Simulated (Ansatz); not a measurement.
# Li2S: the cost of one run

Method: DFT PBE, scalar-relativistic, plane waves, PAW, in Ansatz 0.2.0.

The COD entry's cell or inner coordinates are ideal or old and differ from later refinements, so a difference from it is no clean test against experiment.

## (1) The starting structure

It takes space group Fm-3m (No. 225, cubic). Conventional cell: a = 5.689 Å, b = 5.689 Å, c = 5.689 Å, α = 90.00°, β = 90.00°, γ = 90.00°. Li (site symmetry -43m) has 4 S at 2.46 Å as nearest neighbours. S (site symmetry m-3m) is surrounded by 8 Li at 2.46 Å.

Coordinates:

```xyz
3
Lattice="0.0000 2.8445 2.8445 2.8445 0.0000 2.8445 2.8445 2.8445 0.0000" Properties=species:S:1:pos:R:3 pbc="T T T"
Li    1.4223    1.4223    1.4223
Li    4.2668    4.2668    4.2668
S     0.0000    0.0000    0.0000
```

The structure rests on an entry of the Crystallography Open Database; cell or positions may have been set otherwise for this series.

## (2) Relaxing cell and atoms: Li2S, no spin

Contents of input.yaml:

```yaml
crystal:
  lattice:
    - [0.0, 2.8445, 2.8445]
    - [2.8445, 0.0, 2.8445]
    - [2.8445, 2.8445, 0.0]
  atoms:
    - { symbol: Li, position: [0.25, 0.25, 0.25] }
    - { symbol: Li, position: [0.75, 0.75, 0.75] }
    - { symbol: S, position: [0.0, 0.0, 0.0] }
scf:
  occupations: { method: gaussian, width: 0.02 }
output:
  forces: true
  stress: true
  eigenvalues: true
hamiltonian:
  xc: pbe
kpoints:
  mp_grid: { grid: [8, 8, 8] }
relax:
  f_tol: 0.005
  cell: { stress_tol: 0.02 }
```

Run with:

```sh
> ansatz run input.yaml --threads 4 --pin off --max-ram 14336MiB --backend cpu --events-out ev --progress --plain --runs-dir out
```

Q: Estimate wall time and peak memory on 4 threads of Intel Xeon 6975P-C (Granite Rapids), shared host.

About 1.1 s, with a peak of 0.37 GiB.
